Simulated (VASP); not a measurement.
# Te2Mo in VASP: further runs, part 2 of 2

VASP 6.6.1. The steps go on from the part before.

## Step 3: Relaxation of the atoms, PBE+D3(BJ)

INCAR reads:

```
SYSTEM = Te2Mo
PREC = Accurate
ENCUT = 520
EDIFF = 1E-6
ISMEAR = 0
SIGMA = 0.03
LREAL = .False.
LASPH = .True.
NELM = 80
ALGO = Normal
ISIF = 2
LWAVE = .False.
LCHARG = .False.
LDIPOL = .True.
IDIPOL = 3
DIPOL = 0.5 0.5 0.500
GGA = PE
IVDW = 12
IBRION = 2
NSW = 80
EDIFFG = -0.02
KPAR = 4
```

KPOINTS reads:

```
Automatic mesh
0
Gamma
  9 9 1
  0 0 0
```

POSCAR reads:

```
Te2Mo
1.0
    3.4956861000      0.0000000000      0.0000000000
   -1.7478429500      3.0273529100      0.0000000000
    0.0000000000      0.0000000000     32.3310244000
Te Mo
6 3
Direct
    0.6666670000      0.3333340000      0.2319753300
    0.6666670000      0.3333340000      0.3444423600
    0.3333330000      0.6666660000      0.4437664800
    0.3333330000      0.6666660000      0.5562335200
    0.6666670000      0.3333340000      0.6555576400
    0.6666670000      0.3333340000      0.7680246700
    0.3333330000      0.6666660000      0.2882088500
    0.6666670000      0.3333340000      0.5000000000
    0.3333330000      0.6666660000      0.7117911500
```

Potentials or basis: VASP PAW PBE potentials, release 64 (Te, Mo_sv).

The run is started by

```sh
> cat potpaw_PBE.64/Te/POTCAR potpaw_PBE.64/Mo_sv/POTCAR > POTCAR
> mpirun -np 4 vasp_std > vasp.out
```

OUTCAR:

```text
SYSTEM = Te2Mo
   PREC = Accurate
   ENCUT = 520
   EDIFF = 1E-6
   ISMEAR = 0
   LREAL = .False.
   LASPH = .True.
   NELM = 80
   ISIF = 2
   GGA = PE
   IVDW = 12
   IBRION = 2
   NSW = 80
   EDIFFG = -0.02
 IVDW          = 12

 ion  position               nearest neighbor table
   1  0.667  0.333  0.232-   7 2.72   7 2.72   7 2.72   2 3.64
   2  0.667  0.333  0.344-   7 2.72   7 2.72   7 2.72   1 3.64
   3  0.333  0.667  0.444-   8 2.72   8 2.72   8 2.72   4 3.64
   4  0.333  0.667  0.556-   8 2.72   8 2.72   8 2.72   3 3.64
   5  0.667  0.333  0.656-   9 2.72   9 2.72   9 2.72   6 3.64
   6  0.667  0.333  0.768-   9 2.72   9 2.72   9 2.72   5 3.64
   7  0.333  0.667  0.288-   2 2.72   2 2.72   1 2.72   1 2.72   2 2.72   1 2.72
   8  0.667  0.333  0.500-   3 2.72   4 2.72   3 2.72   4 2.72   3 2.72   4 2.72
   9  0.333  0.667  0.712-   5 2.72   5 2.72   6 2.72   6 2.72   5 2.72   6 2.72

  LATTYP: Found a hexagonal cell.
 ALAT       =     3.4956861000
 C/A-ratio  =     9.2488351285

  Lattice vectors:

 A1 = (   3.4956861000,   0.0000000000,   0.0000000000)
[... 836 lines left out ...]
     46       6.1191      0.00000

------------------------ aborting loop because EDIFF is reached ----------------------------------------

 vacuum level on the upper side and lower side of the slab       (xc-potential included)        -0.112        -0.112

 Edisp (eV)   -4.52064

 E8    (eV) :    -2.1190

  FORCE on cell =-STRESS in cart. coord.  units (eV):
  Direction    XX          YY          ZZ          XY          YZ          ZX
  --------------------------------------------------------------------------------------
  -------------------------------------------------------------------------------------
  Total       0.16206     0.16206     0.04030     0.00000    -0.00000     0.00000
  in kB       0.75887     0.75887     0.18873     0.00000    -0.00000     0.00000
  external pressure =        0.57 kB  Pullay stress =        0.00 kB

 VOLUME and BASIS-vectors are now :
 -----------------------------------------------------------------------------
  energy-cutoff  :      520.00
  volume of cell :      342.15
      direct lattice vectors                 reciprocal lattice vectors
     3.495686100  0.000000000  0.000000000     0.286066875  0.165160781  0.000000000
    -1.747842950  3.027352910  0.000000000     0.000000000  0.330321581  0.000000000
     0.000000000  0.000000000 32.331024400     0.000000000  0.000000000  0.030930044

 POSITION                                       TOTAL-FORCE (eV/Angst)
 -----------------------------------------------------------------------------------
      1.74784      1.00912      7.49932        -0.000000     -0.000000     -0.015425
      1.74784      1.00912     11.13786         0.000000     -0.000000      0.000877
      0.00000      2.01823     14.34718        -0.000000      0.000000     -0.000860
      0.00000      2.01823     17.98384         0.000000     -0.000000      0.000860
      1.74784      1.00912     21.19316        -0.000000     -0.000000     -0.000877
      1.74784      1.00912     24.83171        -0.000000     -0.000000      0.015425
      0.00000      2.01823      9.31698        -0.000000      0.000000      0.011086
      1.74784      1.00912     16.16551         0.000000     -0.000000      0.000000
      0.00000      2.01823     23.01404        -0.000000      0.000000     -0.011086
 -----------------------------------------------------------------------------------
    total drift:                               -0.000002      0.002922      0.000000

  FREE ENERGIE OF THE ION-ELECTRON SYSTEM (eV)
  ---------------------------------------------------
  free  energy   TOTEN  =       -58.4306328350 eV

  energy  without entropy=      -58.4306328350  energy(sigma->0) =      -58.43063284

 reached required accuracy - stopping structural energy minimisation

 vacuum level on the upper side and lower side of the slab         8.328         8.328
```

OSZICAR:

```text
N       E                     dE             d eps       ncg     rms          rms(c)
DAV:   1     0.606427417017E+03    0.60643E+03   -0.39879E+04  1408   0.144E+03
DAV:   2    -0.109324995401E+02   -0.61736E+03   -0.60272E+03  1352   0.325E+02
DAV:   3    -0.537915642040E+02   -0.42859E+02   -0.41712E+02  1402   0.707E+01
DAV:   4    -0.557717080645E+02   -0.19801E+01   -0.19652E+01  1648   0.139E+01
[... 26 lines left out ...]
DAV:   2    -0.539099922194E+02   -0.92440E-04   -0.99606E-04  1338   0.151E-01    0.219E-02
DAV:   3    -0.539099902249E+02    0.19945E-05   -0.17907E-05  1394   0.206E-02    0.167E-02
DAV:   4    -0.539099901598E+02    0.65085E-07   -0.12050E-05  1288   0.156E-02    0.947E-03
DAV:   5    -0.539099891285E+02    0.10313E-05   -0.20999E-06   972   0.715E-03    0.435E-03
DAV:   6    -0.539099888540E+02    0.27449E-06   -0.54018E-07   784   0.395E-03
   2 F= -.58430633E+02 E0= -.58430633E+02  d E =-.903322E-04
```

CONTCAR:

```text
Te2Mo
   1.00000000000000
     3.4956860999999999    0.0000000000000000    0.0000000000000000
    -1.7478429499999999    3.0273529099999998    0.0000000000000000
     0.0000000000000000    0.0000000000000000   32.3310243999999969
  Te              Mo
     6     3
Direct
     0.6666669999999968    0.3333340000000007    0.2319541518824384
     0.6666669999999968    0.3333340000000007    0.3444946487554034
     0.3333330000000032    0.6666659999999993    0.4437590061994002
     0.3333330000000032    0.6666659999999993    0.5562409938005998
     0.6666669999999968    0.3333340000000007    0.6555053512445966
     0.6666669999999968    0.3333340000000007    0.7680458481175616
     0.3333330000000032    0.6666659999999993    0.2881747265793616
     0.6666669999999968    0.3333340000000007    0.5000000000000000
     0.3333330000000032    0.6666659999999993    0.7118252734206384

  0.00000000E+00  0.00000000E+00  0.00000000E+00
  0.00000000E+00  0.00000000E+00  0.00000000E+00
  0.00000000E+00  0.00000000E+00  0.00000000E+00
  0.00000000E+00  0.00000000E+00  0.00000000E+00
  0.00000000E+00  0.00000000E+00  0.00000000E+00
  0.00000000E+00  0.00000000E+00  0.00000000E+00
  0.00000000E+00  0.00000000E+00  0.00000000E+00
  0.00000000E+00  0.00000000E+00  0.00000000E+00
  0.00000000E+00  0.00000000E+00  0.00000000E+00
```

It took 2 min on 4 MPI ranks of Intel Xeon 6975P-C (Granite Rapids), shared host; peak memory 0.59 GiB.

Results:

| Property | Result |
| --- | --- |
| Free energy | -58.4306 eV |
| Energy gained by relaxing | 0.0 meV/atom |
| Ionic steps | 2 |
| Largest force after relaxing | 0.015 eV/Å |
| Band gap on the k mesh | 0.80 eV, indirect (least direct gap 1.12 eV) |
| Dispersion energy per atom | -0.502 eV |

Forces on the atoms (eV/Å):
```
Te   0.000  0.000 -0.015
Te   0.000  0.000  0.001
Te   0.000  0.000 -0.001
Te   0.000  0.000  0.001
Te   0.000  0.000 -0.001
Te   0.000  0.000  0.015
Mo   0.000  0.000  0.011
Mo   0.000  0.000  0.000
Mo   0.000  0.000 -0.011
```

Final structure:
```cif
data_structure
_symmetry_space_group_name_H-M 'P 1'
_symmetry_Int_Tables_number 1
_cell_length_a 3.4957
_cell_length_b 3.4957
_cell_length_c 32.3310
_cell_angle_alpha 90.000
_cell_angle_beta 90.000
_cell_angle_gamma 120.000
_cell_volume 342.15
loop_
_atom_site_label
_atom_site_type_symbol
_atom_site_fract_x
_atom_site_fract_y
_atom_site_fract_z
_atom_site_occupancy
Te1 Te 0.66667 0.33333 0.23195 1
Te2 Te 0.66667 0.33333 0.34449 1
Te3 Te 0.33333 0.66667 0.44376 1
Te4 Te 0.33333 0.66667 0.55624 1
Te5 Te 0.66667 0.33333 0.65551 1
Te6 Te 0.66667 0.33333 0.76805 1
Mo1 Mo 0.33333 0.66667 0.28817 1
Mo2 Mo 0.66667 0.33333 0.50000 1
Mo3 Mo 0.33333 0.66667 0.71183 1
```

Levels at points of the mesh, in eV from the valence-band top:
| k point | band 36 | band 37 | band 38 | band 39 | band 40 | band 41 | band 42 | band 43 |
| --- | --- | --- | --- | --- | --- | --- | --- | --- |
| (0.00, 0.00, 0.00) | -0.99 | -0.98 | -0.07 | 0.00 | 2.91 | 2.91 | 2.97 | 2.97 |

Caveat: spin-orbit coupling is left out, which moves the levels of the heavy elements.

## Step 4: Single point, PBE+D3(BJ)

INCAR reads:

```
PREC = Accurate
ENCUT = 520
EDIFF = 1E-6
ISMEAR = 0
SIGMA = 0.03
LREAL = F
LASPH = T
NELM = 80
ALGO = Normal
ISIF = 2
LWAVE = F
LCHARG = F
LDIPOL = T
IDIPOL = 3
DIPOL = 0.5 0.5 0.500
GGA = PE
IVDW = 12
LVHAR = T
LVACPOTAV = T
ICORELEVEL = 1
KPAR = 4
```

KPOINTS reads:

```
regular mesh
0
Gamma
  9 9 1
```

POSCAR reads:

```
Te2Mo                                   
1.0
    3.4956861000      0.0000000000      0.0000000000
   -1.7478429500      3.0273529100      0.0000000000
    0.0000000000      0.0000000000     32.3310244000
  Te              Mo            
     6     3
Direct
     0.6666669999999968    0.3333340000000007    0.2319541518824384
     0.6666669999999968    0.3333340000000007    0.3444946487554034
     0.3333330000000032    0.6666659999999993    0.4437590061994002
     0.3333330000000032    0.6666659999999993    0.5562409938005998
     0.6666669999999968    0.3333340000000007    0.6555053512445966
     0.6666669999999968    0.3333340000000007    0.7680458481175616
     0.3333330000000032    0.6666659999999993    0.2881747265793616
     0.6666669999999968    0.3333340000000007    0.5000000000000000
     0.3333330000000032    0.6666659999999993    0.7118252734206384
```

The run is started by

```sh
> cat potpaw_PBE.64/Te/POTCAR potpaw_PBE.64/Mo_sv/POTCAR > POTCAR
> mpirun -np 4 vasp_std > vasp.out
```

Run time: 94 s. Hardware: 4 MPI ranks of Intel Xeon 6975P-C (Granite Rapids), shared host; peak memory 0.51 GiB.

Results (log left out):

```yaml
Free_energy: -58.4306 eV
Largest_force: 0.015 eV/Å
Band_gap_on_the_k_mesh: 0.80 eV, indirect (least direct gap 1.12 eV)
Dispersion_energy_per_atom: -0.502 eV
Ionisation_potential_of_the_upper_face: 4.65 eV
```

Forces in eV/Å, atoms in the order of the input:
```
Te   0.000  0.000 -0.015
Te   0.000  0.000  0.001
Te   0.000  0.000 -0.001
Te   0.000  0.000  0.001
Te   0.000  0.000 -0.001
Te   0.000  0.000  0.015
Mo   0.000  0.000  0.011
Mo   0.000  0.000  0.000
Mo   0.000  0.000 -0.011
```

Levels at points of the mesh, in eV from the valence-band top:
```
           k point  band 35  band 36  band 37  band 38  band 39  band 40  band 41  band 42  band 43  band 44
(0.00, 0.00, 0.00)    -0.99    -0.99    -0.98    -0.07     0.00     2.91     2.91     2.97     2.97     3.06
```

Core levels (eV, on the scale of the bands):
```csv
atom,levels
1 Te,"1s -31612.0, 2s -4839.6, 2p -4343.0, 3s -955.9, 3p -794.5, 3d -550.8, 4s -155.4, 4p -105.5, 4d -32.8"
2 Te,"1s -31612.1, 2s -4839.6, 2p -4343.0, 3s -955.9, 3p -794.5, 3d -550.8, 4s -155.4, 4p -105.5, 4d -32.8"
3 Te,"1s -31612.1, 2s -4839.6, 2p -4343.0, 3s -955.9, 3p -794.5, 3d -550.8, 4s -155.4, 4p -105.5, 4d -32.8"
4 Te,"1s -31612.1, 2s -4839.6, 2p -4343.0, 3s -955.9, 3p -794.5, 3d -550.8, 4s -155.4, 4p -105.5, 4d -32.8"
5 Te,"1s -31612.1, 2s -4839.6, 2p -4343.0, 3s -955.9, 3p -794.5, 3d -550.8, 4s -155.4, 4p -105.5, 4d -32.8"
6 Te,"1s -31612.0, 2s -4839.6, 2p -4343.0, 3s -955.9, 3p -794.5, 3d -550.8, 4s -155.4, 4p -105.5, 4d -32.8"
```

Caveat: spin-orbit coupling is left out, which moves the levels of the heavy elements.
